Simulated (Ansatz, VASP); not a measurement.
# Two plane-wave programs on Mg

```
CELL_PARAMETERS angstrom
3.20930 0.00000 0.00000
-1.60465 2.77934 0.00000
0.00000 0.00000 5.21030
ATOMIC_POSITIONS crystal
Mg 0.66667 0.33333 0.75000
Mg 0.33333 0.66667 0.25000
```

Alike in both runs: task single point; functional PBE; k mesh 10 × 10 × 5; occupations gaussian, width 0.023 eV; no spin polarisation.

|  | VASP | Ansatz |
| --- | --- | --- |
| version | VASP 6.6.1 | Ansatz 0.2.0 |
| potentials or method | VASP PAW PBE potentials, release 64 (Mg) | Ansatz PAW |
| plane-wave cutoff (eV) | 520 | 420 |
| valence electrons in the cell | 4 | 20 |

```tsv
	VASP	Ansatz	Ansatz less VASP
gap on the k mesh at the Fermi level (eV)	none	none	-
pressure (GPa)	-0.6	-0.4	+0.13
largest component of the traceless stress (GPa)	0.47	0.46	-0.010
```

A gap of «none» marks a metal or a gap that the smearing closes. With one functional, cell and mesh, what is left measures potentials, basis and numerics. The two sets of potentials don't hold the same shells in valence.
